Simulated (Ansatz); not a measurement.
BaF2:
```
CELL_PARAMETERS angstrom
      0.00000     3.10347     3.10347
      3.10347     0.00000     3.10347
      3.10347     3.10347     0.00000
ATOMIC_POSITIONS crystal
  Ba 0.00000 0.00000 0.00000
  F  0.25000 0.25000 0.25000
  F  0.75000 0.75000 0.75000
```

Relaxed with HSE06. Special points in fractions of this cell's reciprocal vectors: Γ (0.000, 0.000, 0.000); X (0.500, 0.000, 0.500); U (0.625, 0.250, 0.625); K (0.375, 0.375, 0.750); L (0.500, 0.500, 0.500); W (0.500, 0.250, 0.750).

List the band energies nearest the valence-band maximum at these points for DFT-HSE06 in the program Ansatz with PAW potentials.

In eV from the valence-band maximum; about four levels below and three above (degenerate sets whole), none deeper than 8.9 eV; points with the same levels are listed once.

```tsv
k	below	above
Γ	-1.54 -1.54 -1.54 -0.11 -0.11 -0.11	8.74 11.36 11.36
X	-0.39 -0.39 -0.31 -0.31 -0.20	9.21 11.18 12.92
U	-0.52 -0.33 -0.26 -0.19	9.49 11.55 12.09
L	-0.70 -0.37 -0.17 -0.17	11.27 11.33 11.33
W	-0.35 -0.35 -0.34 -0.25	9.50 11.96 12.07 12.07
```

Space group Fm-3m (fluorite). The cell was relaxed with HSE06 under the symmetry of its start. The hybrid was solved on a coarse mesh, the path and, where they were found, the r²SCAN edge points; its band edges are the extreme levels among these. Spin–orbit coupling is left out wherever it is not named.

Potentials: the later of the program's two PAW sets.
